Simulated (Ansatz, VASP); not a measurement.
One calculation of Mg7O, two programs

```
Mg O
1.0
     0.00000    4.32272    4.32272
     4.32272    0.00000    4.32272
     4.32272    4.32272    0.00000
Mg O
7 1
Cartesian
  2.1614 2.1614 0.0000
  2.1614 4.3227 2.1614
  4.3227 2.1614 2.1614
  2.1614 2.1614 4.3227
  2.1614 0.0000 2.1614
  0.0000 2.1614 2.1614
  4.3227 4.3227 4.3227
  0.0000 0.0000 0.0000
```

Change from the starting cell: species swapped into the Zn7Mo type (Fm-3m, No. 225).

Alike in both runs: functional PBE; k mesh 8 × 8 × 8; occupations gaussian, width 0.1 eV; no spin polarisation.

Ansatz relaxed the structure, and its values are those at the end. VASP's run is a single point on that final structure, the one shown.

```csv
,VASP,Ansatz
version,VASP 6.6.1,Ansatz 0.2.0
potentials or method,"VASP PAW PBE potentials, release 64 (Mg, O)","scalar-relativistic, plane waves, PAW"
plane-wave cutoff (eV),520,420
valence electrons in the cell,20,76
```

VASP gave:

| Quantity | Value |
| --- | --- |
| gap on the k mesh at the Fermi level (eV) | none |
| pressure (GPa) | -0.2 |

**Question.** What did Ansatz give for the same quantities?

**Answer.** gap on the k mesh at the Fermi level (eV): none; pressure (GPa): 0.0.

A gap of «none» marks a metal or a gap that the smearing closes. The two sets of potentials don't hold the same shells in valence.
